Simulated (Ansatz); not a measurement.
# From formation energies to a reaction energy: LiH2

Level of theory: DFT PBE, scalar-relativistic, plane waves, PAW in Ansatz 0.2.0. All cells share a 420 eV cutoff and Γ-centred k meshes spaced at most about 0.3 Å⁻¹ (about 0.25 or finer for metals, 2π included). No spin polarisation.

Formation energies are uncorrected and refer to the elements' standard structures at the same level (H₂ as a molecule).

All energies are static (0 K, no zero-point motion). With hydrogen, zero-point motion can shift formation energies by some tens of meV/atom.

A trial structure of LiH2 (reached from: random cell; relaxed: space group Fddd (No. 70), a = 2.950 Å, b = 5.402 Å, c = 10.257 Å) has a formation energy of 0.202 eV/atom. At its composition the lowest mixture among the elements and 1 reference phase computed alike (others may be missing) consists of these:

```tsv
phase	source	ΔE_f (eV/atom)
H2 (gas)	element	0.000
LiH (Fm-3m)	textbook type	-0.417
```

Question: Write the balanced decomposition and find its energy per atom, per formula unit and per mole of formula units.

Answer: Balancing Li and H gives 2 LiH2 → H2 + 2 LiH. The left side holds 6 atoms, and the products take 2/6 (H2) and 4/6 (LiH) of them. The mixture therefore lies at 2/6 × (0.000) + 4/6 × (-0.417) = -0.278 eV/atom. The reaction energy is -0.278 − (0.202) = -0.480 eV/atom. Times 3 atoms that is -1.440 eV per LiH2, and times 96.485 it is -139 kJ per mole of LiH2. Decomposition is downhill, so the trial structure is unstable against this mixture. Entropy of the gas would favour the products further at finite temperature.
